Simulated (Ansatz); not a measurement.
SiC (P6_3mc), random displacements

All numbers below come from DFT PBE, scalar-relativistic, plane waves, PAW in Ansatz 0.2.0. Settings: plane waves to 420 eV, k-mesh 12×12×6 (Γ-centred), Gaussian smearing 0.05 eV. No spin polarisation. Energies are free energies at this smearing, counted from the undisturbed cell; pressure is positive in compression.

The undisturbed cell (as given, not relaxed at this level):

```
Si C
1.0
     3.07600    0.00000    0.00000
    -1.53800    2.66389    0.00000
     0.00000    0.00000    5.04800
Si C
2 2
Cartesian
  0.0000 1.7759 0.0000
  1.5380 0.8880 2.5240
  0.0000 1.7759 1.9435
  1.5380 0.8880 4.4675
```

The atoms are displaced (Å, in the unstrained cell):

```csv
atom,ux,uy,uz
Si1,-0.049,-0.310,0.031
Si2,0.013,0.084,-0.008
C3,-0.110,0.174,-0.012
C4,0.146,0.051,-0.011
```

The cell is not strained.

Q: What are the energy change, the stress and the forces?

A: ΔE = 506.7 meV/atom; stress (xx, yy, zz, yz, xz, xy; compression positive) (30.57, 10.68, 6.53, 6.19, 13.27, 18.47) GPa; gap on the mesh 1.15 eV.
| atom | Fx (eV/Å) | Fy | Fz |
| --- | --- | --- | --- |
| Si1 | 8.12 | 5.66 | 3.09 |
| Si2 | -1.39 | 1.34 | 1.60 |
| C3 | 1.83 | -2.59 | -1.17 |
| C4 | -8.56 | -4.40 | -3.52 |

Cost: 1 run of about 0.37 core-minutes, on Arm Neoverse V2 (shared hosts).